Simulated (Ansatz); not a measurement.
AgCl: stiffness from a series of strains

```yaml
crystal:
  lattice:
    - [0.00000, 2.77315, 2.77315]
    - [2.77315, 0.00000, 2.77315]
    - [2.77315, 2.77315, 0.00000]
  atoms:
    - { symbol: Ag, position: [0.50000, 0.50000, 0.50000] }
    - { symbol: Cl, position: [0.00000, 0.00000, 0.00000] }
```

Atom numbers follow the list: Ag1, Cl2.

The cell comes from COD entry 9011666, which wasn't checked; take it as a given geometry.

All numbers below come from DFT, LDA, all-electron LAPW, scalar-relativistic (Ansatz 0.2.0).

Sampling and basis: a Γ-centred 8×8×8 k mesh, Fermi–Dirac smearing of 0.02 eV, basis error target 0.5 meV/atom, no spin polarisation.

The strain is applied along the Cartesian axes of the cell as listed (the other components stay zero). Fractional coordinates are held (clamped ions).

σ is the change of stress from the unstrained cell, which is at -5.56 GPa; tension is positive, so slopes are stress–strain coefficients at that pressure.

Only quantities that a quadratic follows smoothly over the whole series are listed; rougher ones are left out.

```tsv
εzz	σzz (GPa)	σxx (GPa)
-0.0300	-1.67	-1.22
-0.0200	-1.01	-0.79
0.0000	0.00	0.00
0.0100	0.38	0.35
0.0200	0.68	0.68
0.0300	0.92	0.98
```

Task: Fit the series and read off the stiffness at zero strain.

Result: Least-squares fits y = p0 + p1 x + p2 x² to the rows give σzz (GPa): p1 = 42.9, p2 = -410; σxx (GPa): p1 = 36.7, p2 = -130. So C11 = 43 GPa and C12 = 37 GPa, which gives B = (C11 + 2 C12)/3 = 39 GPa.

Task: One run, at εzz = -0.0100, is withheld. Predict its row.

Result: The fits give -0.47, -0.38; the run gave -0.46, -0.38.
